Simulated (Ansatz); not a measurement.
# SnTe (F-43m) in Ansatz: relaxation of cell and atoms with PBE

Aim: the relaxation of cell and atoms of SnTe with PBE.

Program: Ansatz 0.2.0. These are calculated values, not measurements. Logs are shortened: lines on timing, memory, paths and dates and some standing lists are left out, and cuts for length are marked.

### 1 Starting point

It takes space group F-43m (No. 216, cubic). The conventional cell has a = 7.222 Å, b = 7.222 Å, c = 7.222 Å, α = 90.00°, β = 90.00°, γ = 90.00°. Te (site symmetry -43m) is surrounded by 4 Sn at 3.13 Å. Sn (site symmetry -43m) has 4 Te at 3.13 Å as nearest neighbours.

Measurements of this composition are mostly on another form, of space group No. 225.

### 2 Relaxation of cell and atoms, PBE

Input file input.yaml:

```yaml
crystal:
  lattice:
    - [0.0, 3.611146, 3.611146]
    - [3.611146, 0.0, 3.611146]
    - [3.611146, 3.611146, 0.0]
  atoms:
    - { symbol: Te, position: [0.25, 0.25, 0.25] }
    - { symbol: Sn, position: [0.0, 0.0, 0.0] }
hamiltonian:
  xc: pbe
  pseudopotentials: { kind: paw }
kpoints:
  mp_grid: { grid: [7, 7, 7] }
scf:
  occupations: { method: fermi_dirac, width: 0.05 }
output:
  forces: true
  stress: true
  eigenvalues: true
relax:
  f_tol: 0.01
  max_steps: 40
  cell: { stress_tol: 0.05 }
```

Potentials or basis: Ansatz PAW.

The run is started by

```sh
$ ansatz run input.yaml --threads 2 --pin off --max-ram 5632MiB --backend cpu --events-out ev --progress --plain --runs-dir out
```

The program printed:

```text
Warning: RAYON_NUM_THREADS=2 ignored (pool sized by the plan → 2); use --threads N
Engine: ansatz 0.2.0, aarch64-unknown-linux-gnu
Pseudopotentials: kind: paw
Pseudopotential: Te, paw, valence charge 16, recommended cutoff 420 eV (normal), Te.paw.azcp
Pseudopotential: Sn, paw, valence charge 14, recommended cutoff 420 eV (normal), Sn.paw.azcp
Functional definition: PBE
  parameter kappa = 0.804
  parameter beta = 0.06672455060314922
  exchange = pbe_x(kappa = kappa, mu = beta*pi^2/3)
  correlation = pbe_c(beta = beta)
Crystal: 2 atoms, lattice volume = 94.181 Å³
Basis set: ecut = 420 eV, 1837 PW (Γ), exchange–correlation on 72×72×72 points (8 copies of the dense FFT grid, shifted against one another)
Bands: 19, of which v1, the nominal top of the filled ones, is band 15 counted from 1 (14 counted from 0)
Symmetry: 24 space group operations
Space group: F-43m (ITA 216), of the structure as read, at distance tolerance 4.5e-5 Å
k-points: 20 of 343 (time reversal used)
Non-local potential: Te, projectors of the file, l = 0: 2, l = 1: 2, l = 2: 2, l = 3: 2
Non-local potential: Sn, projectors of the file, l = 0: 2, l = 1: 2, l = 2: 2, l = 3: 2
PAW form: soft (Blöchl's): semilocal exchange-correlation on the pseudo side does not see the compensation charge
PAW one-centre angular grid: Te, 590 points (default); XC on 64 Gauss nodes
PAW one-centre angular grid: Sn, 590 points (default); XC on 64 Gauss nodes
Initial density: superposition of atomic densities (neutral atoms: chi_scale 0, normalization atom), corrected by the library's trained network
Initial wavefunctions: pseudopotential atomic-orbital guess
Functional: x = pbe(κ = 0.804, μ = 0.2195149727645171), c = pbe(β = 0.06672455060314922)
SCF iter   1: F=—  HF=-13004.251572 eV  |F-HF|=—  |Δ(HF+E_count)|=         —  Δρ=2.48e-3  dr2=1.69e-2  ethr=1.77e-3  ⟨swp⟩=6.5  Hψ=1985  notcnv=0
preconditioner: auto → none  [insulator: Δε(μ)=0.380 eV  Ē_g=7.811 eV  σ=0.050 eV  W_gap=0.95  n_scr=14 (ndim 8)  ℏωp=12.1 eV  f_vac=0.195  D(μ)=0.06/eV (n_scr^D=0)  ε∞_Penn≈3.4]
SCF iter   2: F=—  HF=-13004.247380 eV  |F-HF|=—  |Δ(HF+E_count)|=   4.19e-3  Δρ=1.18e-3  dr2=2.95e-3  ethr=5.62e-5  ⟨swp⟩=3.2  Hψ=919  notcnv=0
SCF iter   3: F=—  HF=-13004.246592 eV  |F-HF|=—  |Δ(HF+E_count)|=   7.88e-4  Δρ=4.88e-4  dr2=2.42e-4  ethr=9.83e-6  ⟨swp⟩=2.0  Hψ=472  notcnv=0
SCF iter   4: F=—  HF=-13004.246772 eV  |F-HF|=—  |Δ(HF+E_count)|=   1.80e-4  Δρ=1.63e-4  dr2=2.21e-5  ethr=8.05e-7  ⟨swp⟩=2.0  Hψ=683  notcnv=0
SCF iter   5: F=—  HF=-13004.246771 eV  |F-HF|=—  |Δ(HF+E_count)|=   1.15e-6  Δρ=6.34e-5  dr2=2.13e-6  ethr=7.37e-8  ⟨swp⟩=2.0  Hψ=589  notcnv=0
SCF iter   6: F=—  HF=-13004.246772 eV  |F-HF|=—  |Δ(HF+E_count)|=   1.33e-6  Δρ=3.08e-5  dr2=6.35e-7  ethr=7.11e-9  ⟨swp⟩=2.0  Hψ=683  notcnv=0
SCF iter   7: F=-13004.246772 eV  HF=-13004.246772 eV  |F-HF|=5.79e-8  |Δ(HF+E_count)|=   4.12e-7  Δρ=8.34e-6  dr2=4.56e-8  ethr=3.33e-10  ⟨swp⟩=3.9  Hψ=1638  notcnv=0
SCF 1 converged in 7 iterations: F = -13004.246772 eV  dr2 = 4.56e-8
relax step   1: F+E_penalty+E_count = -13004.24677154 eV  Δ(F+E_penalty+E_count) = +0.000e0 eV  max|allowed force component| = 2.868e-16 eV/Å  Δτ_max = 0.0000 Å  P = -0.052 GPa  Ω = 94.181 Å³  (7 SCF iters, dr2 threshold 1.00e-7 eV, accepted)
Crystal: 2 atoms, lattice volume = 93.989 Å³
Initial density: handed on by an earlier stage of this run
Initial wavefunctions: those handed on with the density
iter 1 solved again at ethr=2.20e-8 eV; its pass at ethr=3.10e-3 eV (dr2=6.59e-6 eV) is discarded
SCF iter   1: F=—  HF=-13004.246824 eV  |F-HF|=—  |Δ(HF+E_count)|=         —  Δρ=4.02e-5  dr2=3.87e-6  ethr=2.20e-8  ⟨swp⟩=3.0  Hψ=2397  notcnv=0
preconditioner: auto → none  [insulator: Δε(μ)=0.328 eV  Ē_g=7.787 eV  σ=0.050 eV  W_gap=0.91  n_scr=14 (ndim 8)  ℏωp=12.1 eV  f_vac=0.207  D(μ)=0.10/eV (n_scr^D=0)  ε∞_Penn≈3.4]
SCF iter   2: F=—  HF=-13004.246825 eV  |F-HF|=—  |Δ(HF+E_count)|=   2.14e-7  Δρ=1.88e-5  dr2=9.12e-7  ethr=1.29e-8  ⟨swp⟩=2.0  Hψ=466  notcnv=0
SCF iter   3: F=—  HF=-13004.246824 eV  |F-HF|=—  |Δ(HF+E_count)|=   1.87e-7  Δρ=7.36e-6  dr2=9.04e-8  ethr=3.04e-9  ⟨swp⟩=2.0  Hψ=466  notcnv=0
SCF iter   4: F=-13004.246824 eV  HF=-13004.246824 eV  |F-HF|=1.96e-9  |Δ(HF+E_count)|=   1.77e-8  Δρ=1.50e-6  dr2=3.60e-9  ethr=2.22e-11  ⟨swp⟩=3.8  Hψ=1613  notcnv=0
SCF 2 converged in 4 iterations: F = -13004.246824 eV  dr2 = 3.60e-9
relax step   2: F+E_penalty+E_count = -13004.24682441 eV  Δ(F+E_penalty+E_count) = -5.287e-5 eV  max|allowed force component| = 3.469e-16 eV/Å  Δτ_max = 0.0000 Å  P = -0.002 GPa  Ω = 93.989 Å³  energy of the carried Pulay correction = +2.068e-5 eV  (4 SCF iters, dr2 threshold 6.65e-9 eV, accepted)
Initial wavefunctions: pseudopotential atomic-orbital guess (no wavefunctions were taken with the density)
iter 1 solved again at ethr=3.49e-7 eV; its pass at ethr=3.10e-3 eV (dr2=1.05e-4 eV) is discarded
SCF iter   1: F=—  HF=-13004.246803 eV  |F-HF|=—  |Δ(HF+E_count)|=         —  Δρ=2.26e-6  dr2=5.49e-9  ethr=3.49e-7  ⟨swp⟩=3.3  Hψ=3048  notcnv=0
eigensolver tolerance schedule: the retry pair's looser diagonalisation over-reported the residual by 19082.81 of it (diagonalisation noise at an unbounded share of the residual, at the tolerance the schedule requests for it); recorded, not acted on — ethr = c·dr2/N_el stays at c = 1.0e-1
preconditioner: auto → none  [insulator: Δε(μ)=0.329 eV  Ē_g=7.787 eV  σ=0.050 eV  W_gap=0.91  n_scr=14 (ndim 8)  ℏωp=12.1 eV  f_vac=0.208  D(μ)=0.10/eV (n_scr^D=0)  ε∞_Penn≈3.4]
SCF iter   2: F=—  HF=-13004.246804 eV  |F-HF|=—  |Δ(HF+E_count)|=   3.34e-7  Δρ=1.33e-6  dr2=2.67e-9  ethr=1.83e-11  ⟨swp⟩=3.9  Hψ=999  notcnv=0
SCF iter   3: F=—  HF=-13004.246804 eV  |F-HF|=—  |Δ(HF+E_count)|=  2.40e-10  Δρ=7.58e-7  dr2=4.76e-10  ethr=8.90e-12  ⟨swp⟩=2.0  Hψ=469  notcnv=0
SCF iter   4: F=—  HF=-13004.246804 eV  |F-HF|=—  |Δ(HF+E_count)|=  3.06e-10  Δρ=2.87e-7  dr2=9.88e-11  ethr=1.59e-12  ⟨swp⟩=2.0  Hψ=454  notcnv=0
SCF iter   5: F=—  HF=-13004.246804 eV  |F-HF|=—  |Δ(HF+E_count)|=  8.37e-11  Δρ=1.01e-7  dr2=2.04e-11  ethr=1.00e-12  ⟨swp⟩=1.9  Hψ=418  notcnv=0
SCF iter   6: F=-13004.246804 eV  HF=-13004.246804 eV  |F-HF|=3.64e-12  |Δ(HF+E_count)|=  3.64e-12  Δρ=7.24e-8  dr2=8.29e-12  ethr=1.00e-12  ⟨swp⟩=5.9  Hψ=1476  notcnv=0
SCF 3 converged in 6 iterations: F = -13004.246804 eV  dr2 = 8.29e-12
relax step   3: F+E_penalty+E_count = -13004.24680354 eV  Δ(F+E_penalty+E_count) = +2.087e-5 eV  max|allowed force component| = 3.608e-16 eV/Å  Δτ_max = 0.0000 Å  P = -0.002 GPa  Ω = 93.989 Å³  stress off target by 1.93e-3 GPa  SCF on the basis re-selected at this cell (its energy is not comparable with the rows above)  (6 SCF iters)
basis re-selected at this cell: Δ(F+E_penalty+E_count) = +2.087e-5 eV, ΔP = -0.000 GPa vs the last step (what re-selecting the basis moved, of the pressure what is left beyond the Pulay correction that the steps carried, after the strain that the cell walked since its last selection, with what the two solves' SCF thresholds leave and, on support functions, any second-order correction that the steps lacked; it is no measure of the basis error at this ecutwfc). This SCF's stress stands 1.93e-3 GPa from its target on what of the cell is left free (relax.cell.stress_tol is 5.00e-2 GPa) and its largest allowed force component is 3.61e-16 eV/Å (relax.f_tol is 1.00e-2 eV/Å): within both
SCF converged after 6 iterations
Free energy (F): -13004.246804 eV
Harris-Foulkes:  -13004.246804 eV  (|F-HF|=3.64e-12)
Internal energy: -13004.245599 eV  (E = F + TS)
E sigma→0 (E₀):  -13004.246201 eV
Entropy (-TS):   -0.001205 eV (-0.602 meV/atom)
Fermi energy:    5.033535 eV
--- Per-component energies (eV) ---
  E_band       = -483.047746
  E_kinetic    = 364.127995
  E_local      = -3020.462505  (includes V_loc(G=0)·N_el)
  E_nonlocal   = -343.319450
  E_hartree    = 1722.130154
  E_xc         = -506.554969
  E_vxc        = -199.102632  (∫ρ·V_xc dr)
  E_paw        = -8794.456512  (= ΣΔE_a)
  E_vpaw       = -728.551192  (= ΣTr[D̂ρ^β])
  E_aug_tail   = -0.000205  (compensation charges beyond the density's cutoff)
  E_ewald      = -2425.710106
  E_smearing   = -0.001205  (= −TS)
  E_closure    = -0.000000  (closes the sum)
  Σ components = -13004.246804   (vs F -13004.246804, Δ=0.00e0)
--- Forces (eV/Å), atoms counted from 1 ---
  atom   1  Te     0.00000000     0.00000000     0.00000000
  atom   2  Sn    -0.00000000    -0.00000000     0.00000000
  max |Σ_I F_I| component: 5.37e-16 eV/Å
--- Stress (GPa, compression-positive) ---
       -0.001925      -0.000000      -0.000000
       -0.000000      -0.001925       0.000000
       -0.000000       0.000000      -0.001925
  P = ⅓ Tr σ = -0.0019 GPa (-0.019 kbar)
--- Band table (eV; the first three rows and the last of 20) ---
  k-point 0: bands = ["-31.6179", "-31.6179", "-31.6179", "-31.6157", "-31.6157", "-16.7958", "-16.7958", "-16.7958", "-16.7873", "-16.7873", "-6.5240", "-0.1633", "3.0781", "3.0781", "3.0781", "6.0248", "6.0248", "6.0248", "9.1437"]
  k-point 1: bands = ["-31.6179", "-31.6179", "-31.6179", "-31.6157", "-31.6157", "-16.7960", "-16.7955", "-16.7955", "-16.7873", "-16.7873", "-6.4383", "-0.5691", "2.9540", "2.9540", "3.1720", "6.2005", "6.2320", "6.2320", "9.7477"]
  k-point 2: bands = ["-31.6179", "-31.6178", "-31.6178", "-31.6157", "-31.6157", "-16.7966", "-16.7949", "-16.7949", "-16.7872", "-16.7872", "-6.2223", "-1.3436", "2.7219", "2.7219", "3.1254", "6.6045", "6.6045", "7.0392", "10.4890"]
  k-point 19: bands = ["-31.6178", "-31.6178", "-31.6177", "-31.6157", "-31.6157", "-16.7981", "-16.7939", "-16.7931", "-16.7876", "-16.7869", "-5.7789", "-2.3016", "1.5214", "1.9218", "4.8323", "6.4048", "7.4244", "8.1670", "10.0383"]
--- Relaxed structure (2 steps of the walk, 2 accepted, 1 SCFs on fresh bases) ---
  F+E_penalty+E_count = -13004.24680354 eV   max|allowed force component| = 3.608e-16 eV/Å   (the final SCF, on the basis selected at the relaxed cell)
  cell:  # Å, volume = 93.9893 Å³
    - [-5.095372032895588e-35, 3.608689414637873, 3.608689414637873]
    - [3.608689414637873, -8.152595252632945e-34, 3.608689414637873]
    - [3.608689414637873, 3.608689414637873, -1.2738430082238969e-34]
  atoms:
    - { symbol: Te, position: [0.24999999999999997, 0.24999999999999997, 0.24999999999999997] }
    - { symbol: Sn, position: [8.088827615907267e-34, -9.511039064857995e-34, -1.0399921220452202e-33] }
```

It took 6.2 s on 2 threads of Arm Neoverse V2, shared host; peak memory 0.39 GiB.

Results:

```
Free energy                            : -13004.2468 eV
Relaxed volume                         : 46.99 Å³/atom
Relaxed cell                           : a = 5.103 Å, b = 5.103 Å, c = 5.103 Å, α = 60.00°, β = 60.00°, γ = 60.00°
Space group after relaxing (to 0.05 Å) : F-43m (No. 216)
Energy gained by relaxing              : 0.0 meV/atom
Ionic steps                            : 3
Pressure after relaxing                : 0.0 GPa
Band gap on the k mesh                 : 0.33 eV, indirect (least direct gap 0.82 eV)
```

Final structure:
```
Te Sn
1.0
     0.00000    3.60869    3.60869
     3.60869    0.00000    3.60869
     3.60869    3.60869    0.00000
Te Sn
1 1
Direct
  0.25000 0.25000 0.25000
  0.00000 0.00000 0.00000
```

Caveat: odd divisions of the mesh miss points on the zone boundary, where band edges often lie, so the gap on the mesh can be too wide; the plane-wave basis is chosen anew once the cell has moved, so the energies of steps on either side of that aren't comparable; spin-orbit coupling is left out, which moves the levels of the heavy elements. A k mesh can miss the band edges.
